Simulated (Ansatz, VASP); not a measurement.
# H10C7 in two plane-wave programs

One calculation is typed for both programs; each brings its own data sets. How far apart do they land? The structure shown is frame 133 of Ansatz's trajectory.

Calculated with Ansatz 0.2.0; plane waves, with VASP 6.6.1 beside it; single point at RPBE with D4.

### Step 1. Starting point

The cell holds 34 atoms: 14 C and 20 H. Its edges and angles: a = 15.717 Å, b = 15.717 Å, c = 15.717 Å, α = 90.0°, β = 90.0°, γ = 90.0°. It derives from C (diamond-structure). As first built, before any earlier steps moved the atoms (in the runner's words): octahedron of size parameter 4.7 A cut from diamond-structure C (a = 3.567 A), atoms with fewer than two neighbours dropped, broken bonds capped with H; minimised with a classical potential. Vacuum lies along a, b and c.

### Step 2. Ansatz: dynamics, RPBE with D4

Ansatz runs on its default PAW (the set named soft_2) files.

One frame of this run of dynamics is then solved in both programs, so the motion causes no difference.

input.yaml

```yaml
crystal:
  lattice:
    - [15.71737, 0.0, 0.0]
    - [0.0, 15.71737, 0.0]
    - [0.0, 0.0, 15.71737]
  atoms:
    - { symbol: C, position: [0.41477, 0.41477, 0.41477] }
    - { symbol: C, position: [0.3579, 0.47138, 0.47138] }
    - { symbol: C, position: [0.41468, 0.5281, 0.5281] }
    - { symbol: C, position: [0.47138, 0.3579, 0.47138] }
    - { symbol: C, position: [0.5281, 0.41468, 0.5281] }
    - { symbol: C, position: [0.47138, 0.47138, 0.3579] }
    - { symbol: C, position: [0.5281, 0.5281, 0.41468] }
    - { symbol: C, position: [0.4719, 0.4719, 0.58532] }
    - { symbol: C, position: [0.52862, 0.52862, 0.6421] }
    - { symbol: C, position: [0.4719, 0.58532, 0.4719] }
    - { symbol: C, position: [0.52862, 0.6421, 0.52862] }
    - { symbol: C, position: [0.58532, 0.4719, 0.4719] }
    - { symbol: C, position: [0.6421, 0.52862, 0.52862] }
    - { symbol: C, position: [0.58523, 0.58523, 0.58523] }
    - { symbol: H, position: [0.37479, 0.37479, 0.37479] }
    - { symbol: H, position: [0.31666, 0.43195, 0.51079] }
    - { symbol: H, position: [0.31666, 0.51079, 0.43195] }
    - { symbol: H, position: [0.37414, 0.56782, 0.56782] }
    - { symbol: H, position: [0.51079, 0.31666, 0.43195] }
    - { symbol: H, position: [0.43195, 0.31666, 0.51079] }
    - { symbol: H, position: [0.56782, 0.37414, 0.56782] }
    - { symbol: H, position: [0.43195, 0.51079, 0.31666] }
    - { symbol: H, position: [0.51079, 0.43195, 0.31666] }
    - { symbol: H, position: [0.56782, 0.56782, 0.37414] }
    - { symbol: H, position: [0.43218, 0.43218, 0.62586] }
    - { symbol: H, position: [0.56805, 0.48921, 0.68334] }
    - { symbol: H, position: [0.48921, 0.56805, 0.68334] }
    - { symbol: H, position: [0.43218, 0.62586, 0.43218] }
    - { symbol: H, position: [0.48921, 0.68334, 0.56805] }
    - { symbol: H, position: [0.56805, 0.68334, 0.48921] }
    - { symbol: H, position: [0.62586, 0.43218, 0.43218] }
    - { symbol: H, position: [0.68334, 0.48921, 0.56805] }
    - { symbol: H, position: [0.68334, 0.56805, 0.48921] }
    - { symbol: H, position: [0.62521, 0.62521, 0.62521] }
kpoints:
  mp_grid: { grid: [1, 1, 1] }
hamiltonian:
  xc: rpbe
  dispersion: d4
scf:
  occupations: { method: gaussian, width: 0.05 }
output:
  forces: true
md:
  timestep: 0.5
  n_steps: 400
  ensemble: nvt_nose_hoover
  temperature: 600
  initial_velocities: maxwell_boltzmann
  seed: 5033
```

Launch:

```bash
$ ansatz run input.yaml --threads 4 --pin off --max-ram 8192MiB --backend cpu --events-out ev --progress --plain --runs-dir out
```

Numbers of over 12 decimals in the logs are rounded to 6 here.

The program printed:

```text
Warning: md: disabling space-group detection — thermal motion breaks the input geometry's symmetry, so no spatial operation reduces the k-mesh or symmetrises the density; time reversal is kept, so that k and −k are solved as one point where they differ and the mesh holds both, and exact exchange and, on two spinor components, a DFT+U term hold to it where the run has them: on two components no moment then forms, and  [...]
Engine: ansatz 0.2.0, aarch64-unknown-linux-gnu
Pseudopotentials: kind: paw
Pseudopotential: C, paw, valence charge 4, recommended cutoff 420 eV (normal), C.paw.azcp
Pseudopotential: H, paw, valence charge 1, recommended cutoff 420 eV (normal), H.paw.azcp
Functional definition: RPBE
  parameter kappa = 0.804
  parameter beta = 0.066725
  exchange = rpbe_x(kappa = kappa, mu = beta*pi^2/3)
  correlation = pbe_c(beta = beta)
Crystal: 34 atoms, lattice volume = 3882.752 Å³
Basis set: ecut = 420 eV, 75925 PW (Γ), exchange–correlation on 216×216×216 points (8 copies of the dense FFT grid, shifted against one another)
Bands: 72, of which v1, the nominal top of the filled ones, is band 38 counted from 1 (37 counted from 0)
Symmetry: 1 space group operations
k-points: 1
Non-local potential: C, projectors of the file, l = 0: 2, l = 1: 2, l = 2: 1
Non-local potential: H, projectors of the file, l = 0: 2, l = 1: 1
PAW form: soft (Blöchl's): semilocal exchange-correlation on the pseudo side does not see the compensation charge
PAW frozen core: C, regenerated for the run's functional, and the local potential with it (the file was generated under x = pbe(κ = 0.804, μ = 0.219515), c = pbe(β = 0.066725))
PAW one-centre angular grid: C, 110 points (default); XC on 64 Gauss nodes
PAW one-centre angular grid: H, 110 points (default); XC on 64 Gauss nodes
Initial density: superposition of atomic densities (neutral atoms: chi_scale 0, normalization atom), corrected by the library's trained network
Initial wavefunctions: pseudopotential atomic-orbital guess
Functional: x = rpbe, c = pbe(β = 0.066725)
SCF iter   1: F=—  HF=-3860.460310 eV  |F-HF|=—  |Δ(HF+E_count)|=         —  Δρ=2.14e-3  dr2=3.82e-1  ethr=1.77e-3  ⟨swp⟩=11.0  Hψ=498  notcnv=0  defer=14
preconditioner: auto → Resta (q_TF=auto, 1.416 Å⁻¹)  ε∞=1.2  [insulator: Δε(μ)=5.541 eV  Ē_g=12.631 eV  σ=0.050 eV  W_gap=1.00  n_scr=178 (ndim 8)  ℏωp=5.1 eV  f_vac=0.873  D(μ)=0.00/eV (n_scr^D=0)  ε∞_Penn≈1.2  vacuum switching on, ρ_ref=1.2e-2 e/Å³]
SCF iter   2: F=—  HF=-3860.319367 eV  |F-HF|=—  |Δ(HF+E_count)|=   1.41e-1  Δρ=1.33e-3  dr2=7.47e-2  ethr=5.03e-4  ⟨swp⟩=3.0  Hψ=116  notcnv=0  defer=30
SCF iter   3: F=—  HF=-3860.302625 eV  |F-HF|=—  |Δ(HF+E_count)|=   1.67e-2  Δρ=3.35e-4  dr2=1.36e-2  ethr=9.82e-5  ⟨swp⟩=2.0  Hψ=75  notcnv=0  defer=30
SCF iter   4: F=—  HF=-3860.305835 eV  |F-HF|=—  |Δ(HF+E_count)|=   3.21e-3  Δρ=9.58e-5  dr2=2.68e-4  ethr=1.79e-5  ⟨swp⟩=3.0  Hψ=74  notcnv=0  defer=30
SCF iter   5: F=—  HF=-3860.306602 eV  |F-HF|=—  |Δ(HF+E_count)|=   7.67e-4  Δρ=2.21e-5  dr2=2.41e-5  ethr=3.53e-7  ⟨swp⟩=2.0  Hψ=84  notcnv=0  defer=30
SCF iter   6: F=—  HF=-3860.307206 eV  |F-HF|=—  |Δ(HF+E_count)|=   6.04e-4  Δρ=7.98e-6  dr2=2.28e-6  ethr=3.17e-8  ⟨swp⟩=2.0  Hψ=109  notcnv=0  defer=30
SCF iter   7: F=—  HF=-3860.307206 eV  |F-HF|=—  |Δ(HF+E_count)|=   4.99e-8  Δρ=1.91e-6  dr2=8.43e-8  ethr=3.00e-9  ⟨swp⟩=2.0  Hψ=80  notcnv=0  defer=30
SCF iter   8: F=-3860.307206 eV  HF=-3860.307206 eV  |F-HF|=5.35e-8  |Δ(HF+E_count)|=   2.21e-7  Δρ=6.39e-7  dr2=6.84e-9  ethr=4.47e-11  ⟨swp⟩=4.0  Hψ=189  notcnv=0
SCF 1 converged in 8 iterations: F = -3860.307206 eV  dr2 = 6.84e-9
  greatest PAW one-centre occupation: 0.657 electrons in one spin orbital (limit 2), on the C atom at site 5 (counted from 0), in its partial waves of l = 0
md step     0: t =     0.00 fs  T =   600.0 K  F+E_penalty+E_count = -3860.30720639 eV  E_kin = 2.559348 eV  conserved = -3857.74785841 eV  (8 SCF iters)
[... from here on, the SCF cycles and remarks between the steps are left out ...]
md step   387: t =   193.50 fs  T =   466.9 K  F+E_penalty+E_count = -3858.58219595 eV  E_kin = 1.991429 eV  conserved = -3857.73581728 eV  (4 SCF iters, 3 dispersion substeps)
md step   388: t =   194.00 fs  T =   464.6 K  F+E_penalty+E_count = -3858.56755564 eV  E_kin = 1.981985 eV  conserved = -3857.73482877 eV  (4 SCF iters, 3 dispersion substeps)
md step   389: t =   194.50 fs  T =   472.0 K  F+E_penalty+E_count = -3858.59556583 eV  E_kin = 2.013178 eV  conserved = -3857.73587783 eV  (4 SCF iters, 3 dispersion substeps)
md step   390: t =   195.00 fs  T =   484.9 K  F+E_penalty+E_count = -3858.64862837 eV  E_kin = 2.068329 eV  conserved = -3857.73811210 eV  (8 SCF iters, 3 dispersion substeps)
md step   391: t =   195.50 fs  T =   495.4 K  F+E_penalty+E_count = -3858.69068282 eV  E_kin = 2.113200 eV  conserved = -3857.73972272 eV  (4 SCF iters, 3 dispersion substeps)
md step   392: t =   196.00 fs  T =   497.1 K  F+E_penalty+E_count = -3858.69340335 eV  E_kin = 2.120383 eV  conserved = -3857.73973777 eV  (4 SCF iters, 3 dispersion substeps)
md step   393: t =   196.50 fs  T =   488.6 K  F+E_penalty+E_count = -3858.65154073 eV  E_kin = 2.084239 eV  conserved = -3857.73846125 eV  (4 SCF iters, 3 dispersion substeps)
md step   394: t =   197.00 fs  T =   473.3 K  F+E_penalty+E_count = -3858.57998781 eV  E_kin = 2.018725 eV  conserved = -3857.73675552 eV  (3 SCF iters, 3 dispersion substeps)
md step   395: t =   197.50 fs  T =   456.2 K  F+E_penalty+E_count = -3858.50160942 eV  E_kin = 1.945922 eV  conserved = -3857.73536580 eV  (3 SCF iters, 3 dispersion substeps)
md step   396: t =   198.00 fs  T =   441.9 K  F+E_penalty+E_count = -3858.43582840 eV  E_kin = 1.884875 eV  conserved = -3857.73467898 eV  (4 SCF iters, 3 dispersion substeps)
md step   397: t =   198.50 fs  T =   432.6 K  F+E_penalty+E_count = -3858.39234141 eV  E_kin = 1.845285 eV  conserved = -3857.73472782 eV  (3 SCF iters, 3 dispersion substeps)
md step   398: t =   199.00 fs  T =   428.2 K  F+E_penalty+E_count = -3858.37024744 eV  E_kin = 1.826520 eV  conserved = -3857.73528890 eV  (3 SCF iters, 3 dispersion substeps)
md step   399: t =   199.50 fs  T =   426.8 K  F+E_penalty+E_count = -3858.36122759 eV  E_kin = 1.820647 eV  conserved = -3857.73601131 eV  (4 SCF iters, 3 dispersion substeps)
md step   400: t =   200.00 fs  T =   426.1 K  F+E_penalty+E_count = -3858.35480540 eV  E_kin = 1.817543 eV  conserved = -3857.73655978 eV  (8 SCF iters, 3 dispersion substeps)
SCF converged after 8 iterations
Free energy (F): -3858.354805 eV
Harris-Foulkes:  -3858.354805 eV  (|F-HF|=7.30e-10)
Internal energy: -3858.354805 eV  (E = F + TS)
E sigma→0 (E₀):  -3858.354805 eV
Fermi energy:    -2.974028 eV
--- Per-component energies (eV) ---
  E_band       = -847.467436
  E_kinetic    = 1552.572835
  E_local      = -20117.104281  (includes V_loc(G=0)·N_el)
  E_nonlocal   = 399.698164
  E_hartree    = 9245.713144
  E_xc         = -860.840758
  E_vxc        = -1072.519890  (∫ρ·V_xc dr)
  E_paw        = -1416.517570  (= ΣΔE_a)
  E_vpaw       = -101.513341  (= ΣTr[D̂ρ^β])
  E_aug_tail   = -0.027549  (compensation charges beyond the density's cutoff)
  E_ewald      = 7342.892645
  E_disp       = -4.534033  (pairwise vdW)
  E_core_change = -0.207402  (= ΣΔE_core)
  E_smearing   = -0.000000  (= −TS)
  E_closure    = 0.000000  (closes the sum)
  Σ components = -3858.354805   (vs F -3858.354805, Δ=0.00e0)
--- Forces (eV/Å), atoms counted from 1 ---
  atom   1  C      0.96338774    -0.23174442     1.15705790
  atom   2  C      1.12747291    -0.50742376     0.90624375
  atom   3  C     -1.39057640    -0.15094273     0.29617504
  atom   4  C     -1.45545703    -0.35292002    -0.02990099
  atom   5  C     -1.22343603    -0.79751258     0.01007275
  atom   6  C     -3.25364134     0.72881051    -2.58342265
  atom   7  C      0.76289142     0.62849784    -0.03374480
  atom   8  C      3.33971787    -1.12186685     0.30930596
  atom   9  C      1.23055921    -0.47233030     0.03072319
  atom  10  C     -0.08583277     0.78875867    -0.16650916
  atom  11  C     -0.48796278    -1.69507235    -0.77396854
  atom  12  C      1.43818766     0.39973491     1.23848733
  atom  13  C     -0.53235865    -0.18184995     3.71030868
  atom  14  C     -1.28016367    -0.81078200    -1.06891156
  atom  15  H     -0.29389092    -0.80215957    -0.19439594
  atom  16  H      0.69098628     0.48689621    -0.85243192
  atom  17  H     -0.90386657     0.17223924    -0.92529854
  atom  18  H     -0.06313352     1.21403609     0.78986179
  atom  19  H     -0.02620899     0.38542141     0.63428645
  atom  20  H      0.60597822     1.37725028    -1.51986875
  atom  21  H      0.26875857    -0.57911596     0.04593201
  atom  22  H      2.02156601    -1.47698152     1.31053156
  atom  23  H     -0.05959260     0.66806469     0.27653419
  atom  24  H     -0.02344507    -0.13881315    -0.30439521
  atom  25  H     -0.23792151     0.55225131    -0.62669659
  atom  26  H     -0.87921986     0.75493682    -0.27444939
  atom  27  H     -0.01984206     0.08404686    -0.19014473
  atom  28  H      0.07816510    -0.13765936     0.12724139
  atom  29  H      0.26899658     0.63885488     1.21165370
  atom  30  H     -0.12274021     0.18611167    -0.44532790
  atom  31  H      0.05576406    -0.98850152    -0.31929601
  atom  32  H     -0.56180312     0.80354443    -1.44038973
  atom  33  H      0.00385887     0.02304007    -0.92948290
  atom  34  H      0.04479321     0.55317741     0.62424100
  max |Σ_I F_I| component: 2.14e-5 eV/Å
--- MD trajectory: 400 steps, t = 0.0 → 200.0 fs ---
  final state: T = 426.1 K   F+E_penalty+E_count = -3858.35480540 eV   E_kin = 1.817543 eV
  conserved energy: peak-to-peak 1.397e-2 eV (4.108e-4 eV/atom) over 200.0 fs
```

Reading the cycles: dr2 is the Hartree energy of the density residual (eV), the measure of convergence; HF is the Harris–Foulkes estimate of the energy, which meets the free energy F at convergence.

### Step 3. VASP: single point, RPBE with D4

The same cell, functional, mesh and smearing now go to VASP, with its own data sets.

Lines of VASP's logs that name or quote its potential files are left out, and so is its time.

INCAR

```
SYSTEM = H10C7
PREC = Accurate
ENCUT = 520
EDIFF = 1E-06
NELM = 120
ISMEAR = 0
SIGMA = 0.05
LREAL = Auto
ALGO = Normal
GGA = RP
IVDW = 13
NBANDS = 64
LORBIT = 11
LWAVE = .FALSE.
LCHARG = .FALSE.
ISIF = 2
LASPH = .TRUE.
GGA_COMPAT = .FALSE.
EFERMI = MIDGAP
```

POSCAR

```
H10C7
1.0
   15.7173700000      0.0000000000      0.0000000000
    0.0000000000     15.7173700000      0.0000000000
    0.0000000000      0.0000000000     15.7173700000
C H
14 20
Direct
    0.4151776029      0.4126644598      0.4195994623
    0.3569172196      0.4762565238      0.4761674504
    0.4172644660      0.5321119246      0.5284217398
    0.4727253987      0.3562746185      0.4761547256
    0.5294651713      0.4112456473      0.5272637852
    0.4641807122      0.4667256672      0.3572480638
    0.5188018097      0.5286444233      0.4120027715
    0.4774908270      0.4731007796      0.5860967834
    0.5332126176      0.5331680809      0.6385610315
    0.4706003613      0.5855623428      0.4754485006
    0.5301968459      0.6399862063      0.5279827350
    0.5801225014      0.4698432371      0.4678518098
    0.6434282580      0.5258004361      0.5210159206
    0.5910276338      0.5857786640      0.5833991310
    0.3635977266      0.3747446297      0.3897471396
    0.3217395786      0.4365679500      0.5203860442
    0.3090084410      0.5117459219      0.4441837279
    0.3892635982      0.5715969020      0.5755924814
    0.5140554686      0.3188192427      0.4429048880
    0.4318470584      0.3225730513      0.5208759481
    0.5761205596      0.3757880612      0.5635039450
    0.4197966963      0.4974114626      0.3222994687
    0.5070441174      0.4374650466      0.3179348708
    0.5583949478      0.5740336965      0.3729758859
    0.4312808059      0.4355881423      0.6240611502
    0.5659789138      0.5013688677      0.6932012162
    0.4927351077      0.5825211215      0.6676689548
    0.4296583970      0.6244301687      0.4390938179
    0.4945865625      0.6820797627      0.5696945481
    0.5627150089      0.6789558304      0.4811937366
    0.6202691672      0.4306000304      0.4283159333
    0.6938438174      0.4865317798      0.5556273091
    0.6807691109      0.5668887352      0.4792023093
    0.6299781706      0.6240229759      0.6247101137
```

KPOINTS

```
Automatic mesh
0
Gamma
1 1 1
0 0 0
```

The projector-augmented-wave data sets are C and H (PBE family, release 64).

Launch:

```bash
$ mpirun -np 4 vasp_gam
```

The program printed:

```text
[banner, memory and clock lines left out]
running    4 mpi-ranks, on    1 nodes
[...]
|                                                                             |
|               ----> ADVICE to this user running VASP <----                  |
|                                                                             |
|     You enforced a specific xc type in the INCAR file but a different       |
|     [... a line on the potential file left out ...]
|     I HOPE YOU KNOW WHAT YOU ARE DOING!                                     |
|                                                                             |

 LDA part: xc-table for (Slater+PW92), standard interpolation
 POSCAR, INCAR and KPOINTS ok, starting setup
[...]
entering main loop
       N       E                     dE             d eps       ncg     rms          rms(c)
DAV:   1     0.787149304745E+03    0.78715E+03   -0.20865E+04   144   0.752E+02
DAV:   2     0.121544947049E+03   -0.66560E+03   -0.58692E+03   216   0.142E+02
DAV:   3    -0.184950524415E+03   -0.30650E+03   -0.30454E+03   184   0.105E+02
DAV:   4    -0.213822267761E+03   -0.28872E+02   -0.28803E+02   184   0.456E+01
[...]
DAV:  25    -0.195144190119E+03   -0.26917E-05   -0.69648E-08   104   0.762E-04    0.920E-05
DAV:  26    -0.195144191400E+03   -0.12810E-05   -0.39567E-08   104   0.526E-04    0.850E-05
DAV:  27    -0.195144191999E+03   -0.59901E-06    0.92849E-09   104   0.362E-04
   1 F= -.19973257E+03 E0= -.19973257E+03  d E =0.000000E+00
```

Parts of OUTCAR (step 3):

```text
  Edisp (eV):   -4.58837

  Total       5.63621     5.09931     7.27054     2.58306    -2.01284    -4.57631
  in kB       2.32572     2.10418     3.00011     1.06587    -0.83058    -1.88837
  external pressure =        2.48 kB  Pullay stress =        0.00 kB

 POSITION                                       TOTAL-FORCE (eV/Angst)
 -----------------------------------------------------------------------------------
      6.52550      6.48600      6.59500        -1.950732     -0.017043      0.499719
      5.60980      7.48550      7.48410         2.161985     -1.333394      1.138944
      6.55830      8.36340      8.30540         0.254767     -2.574313      1.323323
      7.43000      5.59970      7.48390        -2.596265      1.997630      1.238637
      8.32180      6.46370      8.28720         0.032201      2.765918      0.804315
      7.29570      7.33570      5.61500         0.755653      0.895557      3.828213
      8.15420      8.30890      6.47560         1.594163     -0.188226      0.460688
      7.50490      7.43590      9.21190        -0.761217     -0.187561     -0.783522
      8.38070      8.38000     10.03650        -0.452310     -0.427805      1.256212
      7.39660      9.20350      7.47280         1.062910     -0.485778     -0.962262
      8.33330     10.05890      8.29850         0.754263      0.018955     -0.208061
      9.11800      7.38470      7.35340         0.692319      1.472382      0.299949
     10.11300      8.26420      8.18900        -0.052959      0.243203      0.890189
      9.28940      9.20690      9.16950         0.084799     -1.301007     -1.935198
[...]
-----------------------------------------------------------------------------------
    total drift:                                0.010404     -0.015620      0.024706

  FREE ENERGIE OF THE ION-ELECTRON SYSTEM (eV)
  ---------------------------------------------------
  free  energy   TOTEN  =      -199.7325654165 eV

  energy  without entropy=     -199.7325654165  energy(sigma->0) =     -199.73256542

[... 3 further parts left out ...]
[key lines of the parts left out:]
E-fermi :  -3.0891
```

### Step 4. Side by side

Known differences besides the potentials themselves: the cutoff is 420 eV in Ansatz and 520 eV in VASP (PREC = Accurate, projectors in real space); Ansatz makes its cores anew for this functional, VASP keeps those of its PBE data sets. Total energies have different zeros and are not compared.

Forces on 9 of the 34 atoms, those with the largest forces and the largest differences (eV/Å; atoms numbered as in POSCAR):

| atom | Ansatz x, y, z | VASP x, y, z |
| --- | --- | --- |
| C3 | 0.269, -2.556, 1.314 | 0.255, -2.574, 1.323 |
| C4 | -2.590, 2.015, 1.255 | -2.596, 1.998, 1.239 |
| C5 | 0.031, 2.759, 0.774 | 0.032, 2.766, 0.804 |
| C6 | 0.748, 0.889, 3.853 | 0.756, 0.896, 3.828 |
| H19 | 1.241, -2.279, -1.949 | 1.248, -2.286, -1.955 |
| H22 | -2.221, 2.003, -2.183 | -2.229, 2.008, -2.188 |
| H23 | 1.636, -1.833, -1.766 | 1.644, -1.836, -1.773 |
| H25 | 0.472, 0.089, 0.264 | 0.452, 0.073, 0.278 |
| H27 | -0.350, -0.340, 0.422 | -0.368, -0.319, 0.435 |

The forces differ by 13 meV/Å r.m.s., which is 1.1 % of the r.m.s. force of 1.106 eV/Å (both taken over all components). With vacuum in the cell, a pressure given here is an average over mostly empty space and none of the material.

### Step 5. Results

| Item | Value |
| --- | --- |
| r.m.s. force difference (single point, RPBE with D4) | 1.1 % of the r.m.s. force |

What this shows: The r.m.s. force difference is 1.1 % of the r.m.s. force (single point, RPBE with D4), within the 3 % picked in this series as the mark of a large difference. 2 further runs of this series are not shown here. How closely two codes agree says nothing of how well the functional describes the real material.

[Lines on the potential files, build, host, timing and source positions are cut from VASP's logs without a mark.]

[Logs are printed without paths, hosts, clocks, repeated set-up lines and the standing remarks that a program may print on its own settings, such as how far it seeks lower states.]

[Hosts, paths, dates, database ids (printed as entryN), source tags and the programs' standing remarks are cut or masked in the printed files.]
